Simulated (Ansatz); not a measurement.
Ni3Ge in Ansatz: the effect of Hubbard term

Ni3Ge:

```
CELL_PARAMETERS angstrom
3.53033 0.00000 0.00000
0.00000 3.53033 0.00000
0.00000 0.00000 3.53033
ATOMIC_POSITIONS crystal
Ge 0.00000 0.00000 0.00000
Ni 0.50000 0.50000 0.00000
Ni 0.00000 0.50000 0.50000
Ni 0.50000 0.00000 0.50000
```

The cell comes from a database or a generator and needn't be the stable form of this composition.

Alike in all runs:

* Program: Ansatz 0.2.0
* Task: density of states
* Functional: PBEsol
* Potentials or basis: all-electron LAPW, scalar-relativistic
* Cutoff: 285 eV (chosen from the basis error)
* Basis error allowed: 0.002 eV/atom
* k mesh: 8 × 8 × 8
* Occupations: fermi-dirac, width 0.05 eV
* Spin: collinear spin, ferromagnetic start
* Starting moments: [0.0, 1.0, 1.0, 1.0] μB

| Hubbard term | pressure (GPa) |
| --- | --- |
| none | ? |
| Ni d U = 2 eV | -1.6 |
| Ni d U = 4 eV | -1.9 |
| Ni d U = 6 eV | -1.9 |
| Ni d U = 8 eV | -1.8 |

Task: What does the run with Hubbard term none give?

Result: Pressure -0.9 GPa.

Worked out: A parabola through the other rows of the pressure, of slope -0.28 GPa per eV there, extrapolates to -1.2 GPa, against the run's -0.9.

Caveats: the starting moments weren't kept; the magnetic state may not be the lowest (some runs); U is the effective U less J, on atomic orbitals that reach past the spheres (some runs); the U is typed as a test and isn't derived for this compound (some runs).
